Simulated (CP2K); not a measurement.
# NaH (Fm-3m) in CP2K: equation of state, part 2 of 2

CP2K 2026.2.

## Step 3: Single point, PBEsol, 14.24 Å³/atom (volume scaled by 0.98)

Contents of nah_eos.inp:

```
&GLOBAL
  PROJECT nah_eos
  RUN_TYPE ENERGY_FORCE
  PRINT_LEVEL LOW
&END GLOBAL
&FORCE_EVAL
  METHOD QS
  STRESS_TENSOR ANALYTICAL
  &DFT
    BASIS_SET_FILE_NAME BASIS_MOLOPT_UZH
    POTENTIAL_FILE_NAME POTENTIAL_UZH
    WFN_RESTART_FILE_NAME previous-RESTART.kp
    &MGRID
      CUTOFF 1350
      REL_CUTOFF 60
      NGRIDS 4
    &END MGRID
    &QS
      METHOD GPW
      EPS_DEFAULT 1.0E-10
    &END QS
    &KPOINTS
      SCHEME MONKHORST-PACK 9 9 9
      GAMMA_CENTERED T
      SYMMETRY T
      SYMMETRY_BACKEND SPGLIB
    &END KPOINTS
    &SCF
      SCF_GUESS RESTART
      EPS_SCF 1.0E-6
      MAX_SCF 100
      ADDED_MOS 10
      CHOLESKY OFF
      EPS_EIGVAL 1.0E-7
      &DIAGONALIZATION ON
        ALGORITHM STANDARD
      &END DIAGONALIZATION
      &MIXING ON
        METHOD BROYDEN_MIXING
        ALPHA 0.4
        BETA 1.5
        NBUFFER 8
      &END MIXING
      &SMEAR ON
        METHOD FERMI_DIRAC
        ELECTRONIC_TEMPERATURE 580.23
      &END SMEAR
    &END SCF
    &XC
      &XC_FUNCTIONAL
        &GGA_X_PBE_SOL
        &END GGA_X_PBE_SOL
        &GGA_C_PBE_SOL
        &END GGA_C_PBE_SOL
      &END XC_FUNCTIONAL
    &END XC
    &PRINT
      &KPOINTS ON
      &END KPOINTS
      &MULLIKEN ON
      &END MULLIKEN
      &MO ON
        ENERGIES T
        OCCUPATION_NUMBERS T
        &EACH
          QS_SCF 0
        &END EACH
        ADD_LAST NUMERIC
      &END MO
    &END PRINT
  &END DFT
  &SUBSYS
    &CELL
      A 3.4275214609 0.0000000000 0.0000000000
      B 1.7137607304 2.9683206571 0.0000000000
      C 1.7137607304 0.9894402190 2.7985595538
      PERIODIC XYZ
    &END CELL
    &COORD
      SCALED
      Na  0.0000000000 0.0000000000 0.0000000000
      H   0.5000000000 0.5000000000 0.5000000000
    &END COORD
    &KIND Na
      BASIS_SET TZVP-MOLOPT-PBE-GTH-q9
      POTENTIAL GTH-PBE-q9
    &END KIND
    &KIND H
      BASIS_SET TZVP-MOLOPT-PBE-GTH-q1
      POTENTIAL GTH-PBE-q1
    &END KIND
    &PRINT
      &ATOMIC_COORDINATES ON
      &END ATOMIC_COORDINATES
      &CELL ON
      &END CELL
    &END PRINT
  &END SUBSYS
  &PRINT
    &FORCES ON
    &END FORCES
    &STRESS_TENSOR ON
    &END STRESS_TENSOR
  &END PRINT
&END FORCE_EVAL
```

Potentials or basis: POTENTIAL_UZH Na GTH-PBE-q9, H GTH-PBE-q1; TZVP-MOLOPT-PBE-GTH basis.

On the command line:

```
> OMP_NUM_THREADS=1 cp2k.psmp -i nah_eos.inp -o nah_eos.out
```

Run time: 36 s. Hardware: 1 thread of Arm Neoverse V2, shared host; peak memory 0.42 GiB.

Results (log left out):

```
Free energy            : -1316.6331 eV
Pressure               : -0.5 GPa
Band gap on the k mesh : 3.92 eV, indirect (least direct gap 4.68 eV)
Mulliken charges       : Na +0.48; H -0.48 e
```

Caveat: Mulliken charges move with the basis; the potentials were made for another functional, which shifts forces and pressure; an odd mesh through Γ misses points on the zone boundary, where band edges often lie; the basis of atomic orbitals isn't converged, which shifts pressures, moduli and gaps.

## Step 4: Single point, PBEsol, 14.82 Å³/atom (volume scaled by 1.02)

Edit nah_eos.inp of step 3 so:

```diff
@@ -73,5 +73,5 @@
     &CELL
-      A 3.4275214609 0.0000000000 0.0000000000
-      B 1.7137607304 2.9683206571 0.0000000000
-      C 1.7137607304 0.9894402190 2.7985595538
+      A 3.4735339509 0.0000000000 0.0000000000
+      B 1.7367669754 3.0081686423 0.0000000000
+      C 1.7367669754 1.0027228807 2.8361285946
       PERIODIC XYZ
```

On the command line:

```
> OMP_NUM_THREADS=1 cp2k.psmp -i nah_eos.inp -o nah_eos.out
```

Wall time 37 s (1 thread of Arm Neoverse V2, shared host); peak memory 0.48 GiB.

It converged, with:

```yaml
Free_energy: -1316.6250 eV
Pressure: -1.3 GPa
Band_gap_on_the_k_mesh: 3.84 eV, indirect (least direct gap 4.58 eV)
Mulliken_charges: Na +0.47; H -0.47 e
```

Caveat: Mulliken charges move with the basis; the potentials were made for another functional, which shifts forces and pressure; an odd mesh through Γ misses points on the zone boundary, where band edges often lie; the basis of atomic orbitals isn't converged, which shifts pressures, moduli and gaps.

## Step 5: Single point, PBEsol, 13.95 Å³/atom (volume scaled by 0.96)

Edit nah_eos.inp of step 4 so:

```diff
@@ -73,5 +73,5 @@
     &CELL
-      A 3.4735339509 0.0000000000 0.0000000000
-      B 1.7367669754 3.0081686423 0.0000000000
-      C 1.7367669754 1.0027228807 2.8361285946
+      A 3.4040445497 0.0000000000 0.0000000000
+      B 1.7020222748 2.9479890556 0.0000000000
+      C 1.7020222748 0.9826630185 2.7793907361
       PERIODIC XYZ
```

On the command line:

```
> OMP_NUM_THREADS=1 cp2k.psmp -i nah_eos.inp -o nah_eos.out
```

Run time: 36 s. Hardware: 1 thread of Arm Neoverse V2, shared host; peak memory 0.42 GiB.

It converged, with:

```yaml
Free_energy: -1316.6341 eV
Pressure: -0.1 GPa
Band_gap_on_the_k_mesh: 3.96 eV, indirect (least direct gap 4.73 eV)
Mulliken_charges: Na +0.49; H -0.49 e
```

Caveat: Mulliken charges move with the basis; the potentials were made for another functional, which shifts forces and pressure; an odd mesh through Γ misses points on the zone boundary, where band edges often lie; the basis of atomic orbitals isn't converged, which shifts pressures, moduli and gaps.

## Step 6: Single point, PBEsol, 15.11 Å³/atom (volume scaled by 1.04)

Edit nah_eos.inp of step 5 so:

```diff
@@ -73,5 +73,5 @@
     &CELL
-      A 3.4040445497 0.0000000000 0.0000000000
-      B 1.7020222748 2.9479890556 0.0000000000
-      C 1.7020222748 0.9826630185 2.7793907361
+      A 3.4960899981 0.0000000000 0.0000000000
+      B 1.7480449991 3.0277027523 0.0000000000
+      C 1.7480449991 1.0092342507 2.8545455300
       PERIODIC XYZ
```

Potentials or basis: POTENTIAL_UZH Na GTH-PBE-q9, H GTH-PBE-q1; TZVP-MOLOPT-PBE-GTH basis.

On the command line:

```
> OMP_NUM_THREADS=1 cp2k.psmp -i nah_eos.inp -o nah_eos.out
```

It took 36 s on 1 thread of Arm Neoverse V2, shared host; peak memory 0.48 GiB.

The run converged. Its results:

* Free energy: -1316.6195 eV
* Pressure: -1.7 GPa
* Band gap on the k mesh: 3.80 eV, indirect (least direct gap 4.53 eV)
* Mulliken charges: Na +0.46; H -0.46 e

Caveat: Mulliken charges move with the basis; the potentials were made for another functional, which shifts forces and pressure; an odd mesh through Γ misses points on the zone boundary, where band edges often lie; the basis of atomic orbitals isn't converged, which shifts pressures, moduli and gaps.

## Step 7: Single point, PBEsol, 13.66 Å³/atom (volume scaled by 0.94)

Edit nah_eos.inp of step 6 so:

```diff
@@ -73,5 +73,5 @@
     &CELL
-      A 3.4960899981 0.0000000000 0.0000000000
-      B 1.7480449991 3.0277027523 0.0000000000
-      C 1.7480449991 1.0092342507 2.8545455300
+      A 3.3802392635 0.0000000000 0.0000000000
+      B 1.6901196318 2.9273730731 0.0000000000
+      C 1.6901196318 0.9757910243 2.7599538013
       PERIODIC XYZ
```

On the command line:

```
> OMP_NUM_THREADS=1 cp2k.psmp -i nah_eos.inp -o nah_eos.out
```

Run time: 39 s. Hardware: 1 thread of Arm Neoverse V2, shared host; peak memory 0.43 GiB.

The run converged. Its results:

| Quantity | Value |
| --- | --- |
| Free energy | -1316.6335 eV |
| Pressure | 0.5 GPa |
| Band gap on the k mesh | 4.01 eV, indirect (least direct gap 4.78 eV) |
| Mulliken charges | Na +0.49; H -0.49 e |

Caveat: Mulliken charges move with the basis; the potentials were made for another functional, which shifts forces and pressure; an odd mesh through Γ misses points on the zone boundary, where band edges often lie; the basis of atomic orbitals isn't converged, which shifts pressures, moduli and gaps.

## Step 8: Single point, PBEsol, 15.40 Å³/atom (volume scaled by 1.06)

Edit nah_eos.inp of step 7 so:

```diff
@@ -73,5 +73,5 @@
     &CELL
-      A 3.3802392635 0.0000000000 0.0000000000
-      B 1.6901196318 2.9273730731 0.0000000000
-      C 1.6901196318 0.9757910243 2.7599538013
+      A 3.5183586877 0.0000000000 0.0000000000
+      B 1.7591793438 3.0469880032 0.0000000000
+      C 1.7591793438 1.0156626677 2.8727278389
       PERIODIC XYZ
```

On the command line:

```
> OMP_NUM_THREADS=1 cp2k.psmp -i nah_eos.inp -o nah_eos.out
```

Wall time 36 s (1 thread of Arm Neoverse V2, shared host); peak memory 0.48 GiB.

The run converged. Its results:

* Free energy: -1316.6128 eV
* Pressure: -2.0 GPa
* Band gap on the k mesh: 3.77 eV, indirect (least direct gap 4.49 eV)
* Mulliken charges: Na +0.46; H -0.46 e

Caveat: Mulliken charges move with the basis; the potentials were made for another functional, which shifts forces and pressure; an odd mesh through Γ misses points on the zone boundary, where band edges often lie; the basis of atomic orbitals isn't converged, which shifts pressures, moduli and gaps.

## Step 9: Equation of state, PBEsol

Potentials or basis: POTENTIAL_UZH Na GTH-PBE-q9, H GTH-PBE-q1; TZVP-MOLOPT-PBE-GTH basis.

This step only gathers the single runs of the series.

Results:

```yaml
Equilibrium_volume: "13.89 Å³/atom (rough: see the caveat)"
Bulk_modulus: 30 GPa (rough)
```

Energy against volume, from the lowest point:
| volume (Å³/atom) | energy (meV/atom) |
| --- | --- |
| 13.655 | 0.35 |
| 13.946 | 0.00 |
| 14.236 | 0.53 |
| 14.527 | 2.49 |
| 14.817 | 4.58 |
| 15.108 | 7.33 |
| 15.398 | 10.67 |

Caveat: the fit is doubtful: noisy points or a state that changes with volume; the potentials were made for another functional, which shifts forces and pressure; the basis of atomic orbitals isn't converged, which shifts pressures, moduli and gaps.
